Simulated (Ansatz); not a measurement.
A surface is cut from this relaxed crystal of MoS$_{2}$:

```yaml
crystal:
  lattice:
    - [1.57156, 0.90734, 6.28404]
    - [-1.57156, 0.90734, 6.28404]
    - [0.00000, -1.81469, 6.28404]
  atoms:
    - { symbol: Mo, position: [0.00000, 0.00000, 0.00000] }
    - { symbol: S, position: [0.74930, 0.74930, 0.74930] }
    - { symbol: S, position: [0.58400, 0.58400, 0.58400] }
```

Miller indices refer to the conventional cell of R3m (No. 160), a = 3.143 Å, b = 3.143 Å, c = 18.852 Å, α = 90.00°, β = 90.00°, γ = 120.00°. The bulk's gap is 0.99 eV.

Consider the (001) slab of 5 planes, 9.5 Å thick with 15 Å of vacuum as cut; outer planes S (top) and S (bottom), all atoms relaxed.

These are results of DFT PBEsol, scalar-relativistic, plane waves, PAW in Ansatz, not measurements. Settings: cutoff 420 eV, Γ-centred mesh 9×9×1 on the computed 5-atom cell, Gaussian smearing of 0.05 eV; no spin polarisation. A dipole correction removes the field between periodic images along c.

The slab isn't stoichiometric (MoS4), so its surface energy depends on the chemical potentials; it is given with the excess atoms taken from the element's standard state, a limit at which the compound may itself be unstable, so the figure can be too low. This cut of an insulator is polar or leaves open shells, so the slab is metallic here; real surfaces compensate by reconstruction or adsorbates.

Q: Predict the surface energy with the excess atoms taken from the elements.

A: 3.69 J/m².

Q: Give the gap of the slab on the mesh.

A: None (metal or semimetal).

Q: Give the work function.

A: 6.53 eV (top), 7.10 eV (bottom).

Q: Predict the dipole of the slab along +c, per cell.

A: 0.03 e·Å.

Q: The top two planes lie 3.168 Å apart in the bulk. How does relaxation change this?

A: The spacing becomes 2.315 Å (-26.9 %).

Each cell of MoS2 holds layers, and where no dispersion correction was added their binding is poorly described.